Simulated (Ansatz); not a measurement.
Runs of Ansatz 0.2.0 on SnTe. Symmetry: Fm-3m, No. 225, cubic system. Conventional cell: a = 6.302 Å, b = 6.302 Å, c = 6.302 Å, α = 90.00°, β = 90.00°, γ = 90.00°. Te (site symmetry m-3m) has 6 Sn at 3.15 Å as nearest neighbours. Sn (site symmetry m-3m) has 6 Te at 3.15 Å as nearest neighbours. 

```tsv
task	level	potentials or basis	spin	cell	k mesh	cutoff (eV)	smearing	q mesh	points for each segment of the path	atoms under strain	pressure (GPa)	V0 of scaled cells (Å³/atom)	relaxed volume (Å³/atom)	B0 (GPa)
equation of state	r2SCAN	Ansatz PAW	off	as given	7 × 7 × 7	500	fermi-dirac 0.05 eV	-	-	-	-	(c)	-	44
elastic constants	PBEsol	Ansatz PAW	off	as given	5 × 5 × 5	420	fixed	-	-	relaxed	-0.4	-	-	-
equation of state	PBEsol	Ansatz PAW	SOC, no magnetisation	as given	7 × 7 × 7	420	fermi-dirac 0.05 eV	-	-	-	-	31.02	-	47
band structure	BLYP	Ansatz PAW	off	as given	7 × 7 × 7	420	fermi-dirac 0.05 eV	-	14	-	(a)	-	-	-
relaxation of cell and atoms	RPBE+D4	Ansatz PAW	off	relaxed	7 × 7 × 7	420	fermi-dirac 0.05 eV	-	-	-	0.0	-	30.84	-
relaxation of cell and atoms	LDA	Ansatz PAW	off	relaxed	7 × 7 × 7	420	fermi-dirac 0.05 eV	-	-	-	0.0	-	(b)	-
relaxation of cell and atoms	exchange-only PBE	Ansatz PAW	off	relaxed	7 × 7 × 7	420	fermi-dirac 0.05 eV	-	-	-	0.0	-	40.80	-
equation of state	PBEsol	PseudoDojo PBEsol stringent	off	as given	7 × 7 × 7	1388	fermi-dirac 0.05 eV	-	-	-	-	31.07	-	47
relaxation of cell and atoms	rPW86-PBE+rVV10	Ansatz PAW	off	relaxed	7 × 7 × 7	420	fermi-dirac 0.05 eV	-	-	-	0.0	-	33.75	-
```

**Question.** Fill in the values left out.

**Answer.** (a) 6.1; (b) 30.27; (c) 32.30.

Caveats: the PAW data sets come from PBE, with cores solved anew for the run's functional, which leaves a small shift of forces and pressure (some runs); the plane-wave basis is chosen anew once the cell has moved, so the energies of steps on either side of that aren't comparable (some runs); the PAW data sets were made with another functional, which shifts forces and pressure a little (some runs); the volume moved by over 15 % at a fixed basis, so the end points are rough (some runs); the volume moved by +30 % from the deposited cell, more than functionals usually miss (some runs).

Runs at the PBE level aren't shown here.
